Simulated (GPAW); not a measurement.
Crystal: SnSe2.

```
Sn Se
1.0
     3.81100    0.00000    0.00000
    -1.90550    3.30042    0.00000
     0.00000    0.00000    6.13600
Sn Se
1 2
Cartesian
  0.0000 0.0000 0.0000
  1.9055 1.1001 4.6081
  0.0000 2.2003 1.5279
```

| Item | Value |
| --- | --- |
| Program | GPAW 26.7.0 |
| Task | relaxation of cell and atoms |
| Functional | BLYP |
| Dispersion | D3(BJ) |
| Potentials or basis | PAW data sets generated in the run's folder for this functional |
| Cutoff | 600 eV |
| Basis | pw |
| k mesh | 6 × 6 × 3 |
| Occupations | fermi-dirac, width 0.05 eV |
| Spin | no spin polarisation |

At the start: pressure 4.1 GPa; volume 25.73 Å³/atom.

Problem. How do energy, volume and symmetry change on relaxing?

Solution. Over 13 steps the energy falls by 39.5 meV/atom and the volume is 25.55 Å³/atom (-0.7 %); space group P-3m1 (No. 164, to 0.05 Å).

The path:
| step | energy change (eV) | largest force (eV/Å) | pressure (GPa) | volume (Å³) |
| --- | --- | --- | --- | --- |
| 1 | 0.0000 | 1.0207 | 4.08 | 77.18 |
| 2 | -0.0416 | 0.7625 | 2.80 | 77.90 |
| 3 | -0.0923 | 0.1325 | -0.19 | 79.79 |
| 4 | -0.0937 | 0.0733 | -0.45 | 79.91 |
| 5 | -0.0960 | 0.0020 | -0.74 | 79.91 |
| 6 | -0.1011 | 0.0923 | -1.05 | 79.57 |
| 7 | -0.1090 | 0.1754 | -1.13 | 78.54 |
| 8 | -0.1148 | 0.1669 | -0.69 | 77.22 |
| 9 | -0.1173 | 0.0856 | -0.16 | 76.53 |
| 10 | -0.1181 | 0.0199 | 0.10 | 76.44 |
| 11 | -0.1182 | 0.0095 | 0.11 | 76.50 |
| 12 | -0.1183 | 0.0023 | 0.09 | 76.56 |
| 13 | -0.1184 | 0.0044 | 0.05 | 76.65 |

Final structure:
```cif
data_structure
_symmetry_space_group_name_H-M 'P 1'
_symmetry_Int_Tables_number 1
_cell_length_a 3.8809
_cell_length_b 3.8809
_cell_length_c 5.8765
_cell_angle_alpha 90.000
_cell_angle_beta 90.000
_cell_angle_gamma 120.000
_cell_volume 76.65
loop_
_atom_site_label
_atom_site_type_symbol
_atom_site_fract_x
_atom_site_fract_y
_atom_site_fract_z
_atom_site_occupancy
Sn1 Sn 0.00000 0.00000 0.00000 1
Se1 Se 0.66667 0.33333 0.72943 1
Se2 Se 0.33333 0.66667 0.27057 1
```

Caveat: later steps reuse the first step's grids.
